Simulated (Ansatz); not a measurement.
Point defects in LiH

Take a 16-atom supercell of LiH in the rock salt structure (space group Fm-3m, No. 225) at its relaxed geometry as the base.

```
LiH
1.0
    0.00000     4.00712     4.00712
    4.00712     0.00000     4.00712
    4.00712     4.00712     0.00000
H Li
8 8
Direct
  0.00000   0.00000   0.00000
  0.00000   0.00000   0.50000
  0.00000   0.50000   0.00000
  0.00000   0.50000   0.50000
  0.50000   0.00000   0.00000
  0.50000   0.00000   0.50000
  0.50000   0.50000   0.00000
  0.50000   0.50000   0.50000
  0.25000   0.25000   0.25000
  0.25000   0.25000   0.75000
  0.25000   0.75000   0.25000
  0.25000   0.75000   0.75000
  0.75000   0.25000   0.25000
  0.75000   0.25000   0.75000
  0.75000   0.75000   0.25000
  0.75000   0.75000   0.75000
```

One neutral defect a cell, atoms relaxed at fixed cell.

All numbers come from DFT with PBE, PAW potentials and a 420 eV plane-wave cutoff in Ansatz (a first-principles code), no SOC.

```json
[
 {"variant": "perfect supercell", "pressure": "0.0 GPa", "largest displacement of a host atom from its site in the perfect cell": "–", "energy gained by relaxation": "–"},
 {"variant": "Li interstitial (started 1.42 Å from the nearest host atom)", "pressure": "?", "largest displacement of a host atom from its site in the perfect cell": "?", "energy gained by relaxation": "–"},
 {"variant": "H on a Li site (antisite), symmetric start", "pressure": "-2.4 GPa", "largest displacement of a host atom from its site in the perfect cell": "0.03 Å", "energy gained by relaxation": "0.01 eV"},
 {"variant": "H vacancy, symmetric start", "pressure": "0.7 GPa", "largest displacement of a host atom from its site in the perfect cell": "0.03 Å", "energy gained by relaxation": "0.02 eV"},
 {"variant": "Li vacancy, symmetric start", "pressure": "-0.8 GPa", "largest displacement of a host atom from its site in the perfect cell": "0.10 Å", "energy gained by relaxation": "0.08 eV"}
]
```

**Question.** Some entries are withheld; estimate them.

**Answer.** 
- Li interstitial (started 1.42 Å from the nearest host atom), pressure: 6.6 GPa
- Li interstitial (started 1.42 Å from the nearest host atom), largest displacement of a host atom from its site in the perfect cell: 0.90 Å

The magnetic state is the one reached from the starting moments; the real material's order can differ, and small cells can't hold many antiferromagnetic ones. In so small a cell the defect repeats every few ångströms: this is an ordered compound, not a dilute defect. The mesh was chosen for an insulator and is coarse for the gapless case. Defects with a symmetric start kept the site's symmetry and may sit on a saddle; the others started slightly shaken. Starting moments died away, wholly or in part, for Li interstitial (started 1.42 Å from the nearest host atom) and H on a Li site (antisite); another magnetic solution may exist.
